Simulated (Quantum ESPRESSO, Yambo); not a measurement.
# A GW run on NaCl (Fm-3m) in Yambo, with inputs changed

What do changed inputs do to GW on NaCl (Fm-3m)?

Main program and level: Yambo 5.3.0; PBE and many-body steps on it, plane waves.

The database entry behind the starting cell differs from later determinations by our own check (an axis about 0.4 % short against later determinations), so it need not match the best structure at ambient conditions.

## 1. The starting structure

The structure is cubic, space group Fm-3m (No. 225). Conventional cell: a = 5.620 Å, b = 5.620 Å, c = 5.620 Å, α = 90.00°, β = 90.00°, γ = 90.00°. Na has 6 Cl at 2.81 Å nearest. Nearest to Cl lie 6 Na at 2.81 Å. Farther neighbours and most contacts between anions are not listed.

Structure file:

```xyz
2
Lattice="0.0000 2.8100 2.8100 2.8100 0.0000 2.8100 2.8100 2.8100 0.0000" Properties=species:S:1:pos:R:3 pbc="T T T"
Na    0.0000    0.0000    0.0000
Cl    2.8100    2.8100    2.8100
```

The cell and positions come from the Crystallography Open Database and are kept as given unless a step says otherwise.

## 2. Base

This step: Yambo 5.3.0; G0W0 on PBE, plane waves, norm-conserving pseudopotentials.

Now the one-shot GW correction: screening in the RPA, then the self-energy of the levels asked for.

File gw2.in:

```
HF_and_locXC
gw0
dyson
ppa
em1d
rim_cut
RandQpts= 1000000
RandGvec= 1 RL
EXXRLvcs= 76 Ry
VXCRLvcs= 304 Ry
Chimod= "HARTREE"
% BndsRnXp
 1 | 124 |
%
NGsBlkXp= 10.5 Ry
% LongDrXp
 1 | 1 | 1 |
%
% GbndRnge
 1 | 124 |
%
DysSolver= "n"
ExtendOut
PPAPntXp= 27.21138 eV
% QPkrange
 1 | 1 | 7 | 10 |
%
```

The run is started by

```bash
OMP_NUM_THREADS=1 mpirun -n 8 yambo -F gw2.in -J gw2 -C gw2 > gw2.log
```

Log:

```text
 Yambo, version 5.3.0

 [02] CORE Variables Setup
 =========================

  [... cell, symmetries and grids as in the set-up ...]

  [02.05] Energies & Occupations
  ==============================

  [X] === General ===
  [X] Electronic Temperature                        :  0.000000  0.000000 [eV K]
  [X] Bosonic    Temperature                        :  0.000000  0.000000 [eV K]
  [X] Finite Temperature mode                       : no
  [X] El. density                                   :  0.36055E+24 [cm-3]
  [X] Fermi Level                                   :  1.141326 [eV]

  [X] === Gaps and Widths ===
  [X] Conduction Band Min                           :  5.149758 [eV]
  [X] Valence Band Max                              :  0.000000 [eV]
  [X] Filled Bands                                  :   8
  [X] Empty Bands                                   :    9  293
  [X] Direct Gap                                    :  5.149758 [eV]
  [X] Direct Gap localized at k                     :  1
  [X] Indirect Gap                                  :  5.149758 [eV]
  [X] Indirect Gap between kpts                     :  1  1
  [X] Last valence band width                       :  0.763888 [eV]
  [X] 1st conduction band width                     :  3.695208 [eV]

 [03] Transferred momenta grid and indexing
 ==========================================

 IBZ Q-points                                      :   8
 BZ  Q-points                                      :   64

 K/Q-points units:
 rlu = crystal or reduced units; cc = cartesian coordinates; iku = interal k-units

 Q [1]          [rlu]:  0.000000  0.000000  0.000000
 Q [2]          [rlu]:  0.30764E-17  0.30764E-17  0.25000
 Q [3]          [rlu]: -0.61529E-17 -0.61529E-17 -0.50000
 Q [4]          [rlu]: -0.15802E-17  0.25000      0.25000
 Q [5]          [rlu]: -0.19398E-16  0.25000      0.50000
 Q [6]          [rlu]: -0.61529E-17  0.25000     -0.25000
 Q [7]          [rlu]:  0.31603E-17 -0.50000     -0.50000
 Q [8]          [rlu]:  0.250000 -0.500000 -0.250000

 [04] Coloumb potential Random Integration (RIM)
 ===============================================

  [04.01] RIM initialization
  ==========================

  * Diagonal components only detected *

  8 x (sBL volume)        :  0.103539 [a.u.]
  sBZ random points       :  1000000
  Points outside the sBZ  :   7968281
  RL volume               :  0.828312 [a.u.]
  Integrated volume       :  0.831609 [a.u.]

  [04.02] RIM integrals
  =====================

  Gamma point sphere radius             :  0.085176 [a.u.]
  Points outside the sphere             :   800476
  [Int_sBZ(q=0) 1/q^2]*(Vol_sBZ)^(-1/3) =:  7.776341
                                 should be <:  7.795600

  Summary of Coulomb integrals for non-metallic bands |Q|[au] RIM/Bare

  Q [1] 0.100000E-4 0.997530 * Q [2] 0.256180 1.067779
  Q [4] 0.295811 1.067204 * Q [6] 0.418340 1.030488
  Q [5] 0.490547 1.022568 * Q [3] 0.512360 1.021209
  Q [7] 0.591623 1.017560 * Q [8] 0.661454 1.014308

 [WARNING] [Xp] User bands 1-124 break level degeneracy

 [05] Dipoles
 ============

  [05.01] Setup: observables and procedures
  =========================================

 [06] Dynamic Dielectric Matrix (PPA)
 ====================================

 [SLK-Inversion]  Pools        :  2
 [SLK-Inversion]  BLACS grid   :  2  2

 [WR./gw2//ndb.pp]---------------------------------------------------------------
  Brillouin Zone Q/K grids (IBZ/BZ)                :    8   64    8   64
  RL vectors                                       :   4111 [WF]
  Coulomb cutoff potential                         : none
  Electronic Temperature                           :  0.000000 [K]
  Bosonic    Temperature                           :  0.000000 [K]
  PPA    diel. fun.  energies                      : Perdew, Burke & Ernzerhof(X)+Perdew, Burke & Ernzerhof(C)
  wavefunctions                                    : Perdew, Burke & Ernzerhof(X)+Perdew, Burke & Ernzerhof(C)
  Global Gauge                                     : length
  X matrix size                                    :  181
  X band range                                     :    1  124
  X e/h energy range                               : -1.000000 -1.000000 [eV]
  X Time ordering                                  : R
  X Hxc Kernel                                     : HARTREE
  X Drude frequency                                :  0.000000  0.000000
  X poles                                          :  100.0000 [o/o]
  RL vectors in the sum                            :   4111
  [r,Vnl] included                                 : yes
  Field direction                                  :  0.577350E-5  0.577350E-5  0.577350E-5
  BZ energy Double Grid                            : no
  BZ energy DbGd points                            : 0
  BZ Q point size factor                           : -1.000000
  X Optical Averaged directions                    : none

 [07] Local Exchange-Correlation + Non-Local Fock
 ================================================

 [VXC] Plane waves :  26813
 [EXS] Plane waves :   3479

 QP @ state[ 1 ] K range:  1  1
 QP @ state[ 1 ] b range:   7  10

 [xc] Functional : Perdew, Burke & Ernzerhof(X)+Perdew, Burke & Ernzerhof(C)
 [xc] LIBXC used to calculate xc functional
  PP Number of Atomic Species                      :  2
  NLCC RL compoments                               :  26813
  PP Number of Atomic Species                      :  2
  NLCC RL compoments                               :  26813

 [xc] E_xc :  -9.855421 [Ha]
      E_xc :  -19.71084 [Ry]

  Local XC kind (lXC) : Perdew, Burke & Ernzerhof(X)+Perdew, Burke & Ernzerhof(C)
  Non-Local XC kind (nlXC) : Hartree-Fock

  Corrections @ K [1] :  [eV]
 <7|nlXC|7> = -18.89293 -0.83726E-17 <7|lXC|7> = -14.49345  0.000000
 <8|nlXC|8> = -18.89288  0.95099E-18 <8|lXC|8> = -14.49345 -0.75527E-15
 <9|nlXC|9> = -4.202672  0.35292E-17 <9|lXC|9> = -8.177510  0.000000
 <10|nlXC|10> = -3.619820 -0.17133E-18 <10|lXC|10> = -8.376304  0.000000

 [08] Dyson equation: Newton solver
 ==================================

  [08.01] G0W0 (W PPA)
  ====================

  [  GW  ] Bands range     :    1  124
  [GW/PPA] G damping       :  0.100000 [eV]

  QP @ state[ 1 ] K range:  1  1
  QP @ state[ 1 ] b range:   7  10

   Sc/G bands                                       :    1  124
   Sc/G damping                                     :  0.100000 ev
   Sc bands terminator                              : no
   Sx RL components                                 :   3479

   QP @ state[ 1 ] K range                          :  1  1
   QP @ state[ 1 ] b range                          :   7  10
   GF energies kind                                 : Perdew, Burke & Ernzerhof(X)+Perdew, Burke & Ernzerhof(C)
   GF WF`s kind                                     : Perdew, Burke & Ernzerhof(X)+Perdew, Burke & Ernzerhof(C)
   Xs energies kind                                 : Perdew, Burke & Ernzerhof(X)+Perdew, Burke & Ernzerhof(C)
   Xs WF`s kind                                     : Perdew, Burke & Ernzerhof(X)+Perdew, Burke & Ernzerhof(C)

 [11] Game Over & Game summary
```

Wall time 26 s (8 MPI ranks of Intel Xeon Platinum 8488C (Sapphire Rapids), shared host); peak memory 3.1 GiB.

Numbers from this step:

* G0W0 gap on the points computed: 8.054 eV
* starting gap on the mesh: 5.150 eV
* k of the valence top: 0, 0, 0
* k of the conduction bottom: 0, 0, 0
* least direct G0W0 gap on the computed points: 8.054 eV
* Z at the valence top: 0.8159
* Z at the conduction bottom: 0.8681

The gap on the mesh goes from 5.15 eV to 8.05 eV, a correction of +2.90 eV.

## 3. Fewer bands in the self-energy

File gw6.in:

```
HF_and_locXC
gw0
dyson
ppa
em1d
rim_cut
RandQpts= 1000000
RandGvec= 1 RL
EXXRLvcs= 76 Ry
VXCRLvcs= 304 Ry
Chimod= "HARTREE"
% BndsRnXp
 1 | 124 |
%
NGsBlkXp= 10.5 Ry
% LongDrXp
 1 | 1 | 1 |
%
% GbndRnge
 1 | 18 |
%
DysSolver= "n"
ExtendOut
PPAPntXp= 27.21138 eV
% QPkrange
 1 | 1 | 7 | 10 |
%
```

The run is started by

```bash
OMP_NUM_THREADS=1 mpirun -n 8 yambo -F gw6.in -J gw6,gw2_W -C gw6 > gw6.log
```

Log:

```text
 Yambo, version 5.3.0

 [02] CORE Variables Setup
 =========================

  [... cell, symmetries and grids as in the set-up ...]

  [02.05] Energies & Occupations
  ==============================

  [X] === General ===
  [X] Electronic Temperature                        :  0.000000  0.000000 [eV K]
  [X] Bosonic    Temperature                        :  0.000000  0.000000 [eV K]
  [X] Finite Temperature mode                       : no
  [X] El. density                                   :  0.36055E+24 [cm-3]
  [X] Fermi Level                                   :  1.141326 [eV]

  [X] === Gaps and Widths ===
  [X] Conduction Band Min                           :  5.149758 [eV]
  [X] Valence Band Max                              :  0.000000 [eV]
  [X] Filled Bands                                  :   8
  [X] Empty Bands                                   :    9  293
  [X] Direct Gap                                    :  5.149758 [eV]
  [X] Direct Gap localized at k                     :  1
  [X] Indirect Gap                                  :  5.149758 [eV]
  [X] Indirect Gap between kpts                     :  1  1
  [X] Last valence band width                       :  0.763888 [eV]
  [X] 1st conduction band width                     :  3.695208 [eV]

 [03] Transferred momenta grid and indexing
 ==========================================

 IBZ Q-points                                      :   8
 BZ  Q-points                                      :   64

 K/Q-points units:
 rlu = crystal or reduced units; cc = cartesian coordinates; iku = interal k-units

 Q [1]          [rlu]:  0.000000  0.000000  0.000000
 Q [2]          [rlu]:  0.30764E-17  0.30764E-17  0.25000
 Q [3]          [rlu]: -0.61529E-17 -0.61529E-17 -0.50000
[...]
Q [7]          [rlu]:  0.31603E-17 -0.50000     -0.50000
 Q [8]          [rlu]:  0.250000 -0.500000 -0.250000

 [04] Coloumb potential Random Integration (RIM)
 ===============================================

 Summary of Coulomb integrals for non-metallic bands |Q|[au] RIM/Bare

 Q [1] 0.100000E-4 0.997530 * Q [2] 0.256180 1.067779
 Q [4] 0.295811 1.067204 * Q [6] 0.418340 1.030488
 Q [5] 0.490547 1.022568 * Q [3] 0.512360 1.021209
 Q [7] 0.591623 1.017560 * Q [8] 0.661454 1.014308

 [WARNING] [Xp] User bands 1-124 break level degeneracy

 [05] Dipoles
 ============

  [05.01] Setup: observables and procedures
  =========================================

 [06] Dynamic Dielectric Matrix (PPA)
 ====================================

   Sc/G bands                                       :   1  18
   Sc/G damping                                     :  0.100000 ev
   Sc bands terminator                              : no
   Sx RL components                                 :   3479

   QP @ state[ 1 ] K range                          :  1  1
   QP @ state[ 1 ] b range                          :   7  10
   GF energies kind                                 : Perdew, Burke & Ernzerhof(X)+Perdew, Burke & Ernzerhof(C)
   GF WF`s kind                                     : Perdew, Burke & Ernzerhof(X)+Perdew, Burke & Ernzerhof(C)
   Xs energies kind                                 : Perdew, Burke & Ernzerhof(X)+Perdew, Burke & Ernzerhof(C)
   Xs WF`s kind                                     : Perdew, Burke & Ernzerhof(X)+Perdew, Burke & Ernzerhof(C)

 [11] Game Over & Game summary
```

Elapsed: 4.9 s, on 8 MPI ranks; peak memory 2.7 GiB.

This step gave:

- G0W0 gap on the points computed: 7.655 eV
- starting gap on the mesh: 5.150 eV
- k of the valence top: 0, 0, 0
- k of the conduction bottom: 0, 0, 0
- least direct G0W0 gap on the computed points: 7.655 eV
- Z at the valence top: 0.8272
- Z at the conduction bottom: 0.8758

## 4. More G vectors in the random integration

gw7.in, as its differences from gw6.in of step 3:

```diff
@@ -7,3 +7,3 @@
 RandQpts= 1000000
-RandGvec= 1 RL
+RandGvec= 59 RL
 EXXRLvcs= 76 Ry
@@ -19,3 +19,3 @@
 % GbndRnge
- 1 | 18 |
+ 1 | 124 |
 %
@@ -27 +27,2 @@
 %
+QpgFull
```

The run is started by

```bash
OMP_NUM_THREADS=1 mpirun -n 8 yambo -F gw7.in -J gw7,gw2_W -C gw7 > gw7.log
```

Log:

```text
 Yambo, version 5.3.0

 [02] CORE Variables Setup
 =========================

  [... cell, symmetries and grids as in the set-up ...]

  [02.05] Energies & Occupations
  ==============================

  [X] === General ===
  [X] Electronic Temperature                        :  0.000000  0.000000 [eV K]
  [X] Bosonic    Temperature                        :  0.000000  0.000000 [eV K]
  [X] Finite Temperature mode                       : no
  [X] El. density                                   :  0.36055E+24 [cm-3]
[...]
Sx RL components                                 :   3479

   QP @ state[ 1 ] K range                          :  1  1
   QP @ state[ 1 ] b range                          :   7  10
   GF energies kind                                 : Perdew, Burke & Ernzerhof(X)+Perdew, Burke & Ernzerhof(C)
   GF WF`s kind                                     : Perdew, Burke & Ernzerhof(X)+Perdew, Burke & Ernzerhof(C)
   Xs energies kind                                 : Perdew, Burke & Ernzerhof(X)+Perdew, Burke & Ernzerhof(C)
   Xs WF`s kind                                     : Perdew, Burke & Ernzerhof(X)+Perdew, Burke & Ernzerhof(C)

 [11] Game Over & Game summary
```

Elapsed: 34 s, on 8 MPI ranks; peak memory 3.1 GiB.

This step gave:

| Item | Value |
| --- | --- |
| G0W0 gap on the points computed | 8.083 eV |
| starting gap on the mesh | 5.150 eV |
| k of the valence top | 0, 0, 0 |
| k of the conduction bottom | 0, 0, 0 |
| least direct G0W0 gap on the computed points | 8.083 eV |

Against G0W0 in Yambo (4×4×4 mesh, 124 bands, screening to 142.9 eV, Godby-Needs plasmon pole), the gap moves by +0.028 eV.

## 5. More bands than the database holds

File gw8.in:

```
HF_and_locXC
gw0
dyson
ppa
em1d
rim_cut
RandQpts= 1000000
RandGvec= 1 RL
EXXRLvcs= 76 Ry
VXCRLvcs= 304 Ry
Chimod= "HARTREE"
% BndsRnXp
 1 | 879 |
%
NGsBlkXp= 10.5 Ry
% LongDrXp
 1 | 1 | 1 |
%
% GbndRnge
 1 | 879 |
%
DysSolver= "n"
ExtendOut
PPAPntXp= 27.21138 eV
% QPkrange
 1 | 1 | 7 | 10 |
%
```

The run is started by

```bash
OMP_NUM_THREADS=1 mpirun -n 8 yambo -F gw8.in -J gw8 -C gw8 > gw8.log
```

Log:

```text
 Yambo, version 5.3.0

 [02] CORE Variables Setup
 =========================

  [... cell, symmetries and grids as in the set-up ...]

  [02.05] Energies & Occupations
  ==============================

  [X] === General ===
  [X] Electronic Temperature                        :  0.000000  0.000000 [eV K]
  [X] Bosonic    Temperature                        :  0.000000  0.000000 [eV K]
  [X] Finite Temperature mode                       : no
  [X] El. density                                   :  0.36055E+24 [cm-3]
  [X] Fermi Level                                   :  1.141326 [eV]

  [X] === Gaps and Widths ===
  [X] Conduction Band Min                           :  5.149758 [eV]
  [X] Valence Band Max                              :  0.000000 [eV]
  [X] Filled Bands                                  :   8
  [X] Empty Bands                                   :    9  293
  [X] Direct Gap                                    :  5.149758 [eV]
  [X] Direct Gap localized at k                     :  1
  [X] Indirect Gap                                  :  5.149758 [eV]
  [X] Indirect Gap between kpts                     :  1  1

[ERROR] STOP signal received while in[05.01] Setup: observables and procedures
[ERROR] Error in parallel wf distribution (Dipole ic)
```

Elapsed: 3.4 s, on 8 MPI ranks; peak memory 2 GiB.

The run stopped with an error after 3.4 s.

The program's words: [ERROR] STOP signal received while in[05.01] Setup: observables and procedures [ERROR] Error in parallel wf distribution (Dipole ic)

The fault put into this input: more bands than the database holds.

## 6. Side by side

Times are wall times on 8 MPI ranks of Intel Xeon Platinum 8488C (Sapphire Rapids), shared host, good to a factor of about two.

```
                                     run   mesh  bands  screening cutoff (eV)  DFT gap (eV)  gap on the mesh (eV)  direct (eV)   time
                                    base  4×4×4    124                  142.9         5.150                 8.054        8.054   26 s
          fewer bands in the self-energy  4×4×4     18                  142.9         5.150                 7.655        7.655  4.9 s
more G vectors in the random integration  4×4×4    124                  142.9         5.150                 8.083        8.083   34 s
```

## 7. Results

```
base                                     : 8.054 eV
fewer bands in the self-energy           : 7.655 eV
more G vectors in the random integration : 8.083 eV
known limits                             : not at the basis limit; coarse k mesh
```

What this shows: Fewer bands in the self-energy: −0.400 eV against base (keys changed: GbndRnge). More G vectors in the random integration: +0.028 eV against base (keys changed: RandGvec and QpgFull; the shift is their joint effect). Bands and cutoff are finite, so the gap is not at the basis limit. The miss can reach some tenths of an eV and take either sign; the mesh is an error of its own. In the G0W0 runs levels were corrected at 1 k point alone, so a gap called «on the mesh» is the least over those, and an edge elsewhere would be missed. The 4×4×4 mesh is coarse for this cell, which bears on the long-range parts of exchange and screening.

[Paths, hosts, dates, memory and timing lines, banners, echoed tables and standing remarks are left out of the program output.]

[Logs are printed without paths, hosts, clocks, repeated set-up lines and the standing remarks that a program may print on its own settings, such as how far it seeks lower states.]

[Runs of the session that timed out or met a known fault of the program may be left out.]

[Hosts, paths, dates, database ids (printed as entryN), source tags and the programs' standing remarks are cut or masked in the printed files.]
